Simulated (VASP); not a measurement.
CaO (Lime):

```
Ca O
1.0
     0.00000    2.40650    2.40650
     2.40650    0.00000    2.40650
     2.40650    2.40650    0.00000
Ca O
1 1
Direct
  0.00000 0.00000 0.00000
  0.50000 0.50000 0.50000
```

- Program: VASP 6.6.1
- Task: relaxation of cell and atoms
- Functional: PBEsol
- Potentials or basis: VASP PAW PBE potentials, release 64 (Ca_sv, O)
- Cutoff: 600 eV
- k mesh: 10 × 10 × 10
- Occupations: gaussian, width 0.03 eV
- Spin: no spin polarisation

At the start: pressure -2.6 GPa; volume 13.94 Å³/atom.

Q: How do energy, volume and symmetry change on relaxing?

A: Over 3 steps the energy falls by 2.8 meV/atom and the volume is 13.61 Å³/atom (-2.4 %); space group Fm-3m (No. 225, to 0.05 Å).

Step by step:
| step | energy change (eV) | largest force (eV/Å) | pressure (GPa) | volume (Å³) |
| --- | --- | --- | --- | --- |
| 1 | 0.0000 | 0.0000 | -2.61 | 27.87 |
| 2 | -0.0047 | 0.0000 | 1.07 | 26.97 |
| 3 | -0.0055 | 0.0000 | 0.00 | 27.21 |

Final structure:
```cif
data_structure
_symmetry_space_group_name_H-M 'P 1'
_symmetry_Int_Tables_number 1
_cell_length_a 3.3762
_cell_length_b 3.3762
_cell_length_c 3.3762
_cell_angle_alpha 60.000
_cell_angle_beta 60.000
_cell_angle_gamma 60.000
_cell_volume 27.21
loop_
_atom_site_label
_atom_site_type_symbol
_atom_site_fract_x
_atom_site_fract_y
_atom_site_fract_z
_atom_site_occupancy
Ca1 Ca 0.00000 0.00000 0.00000 1
O1 O 0.50000 0.50000 0.50000 1
```

Caveat: the PAW data sets were made with another functional, which shifts forces and pressure a little.
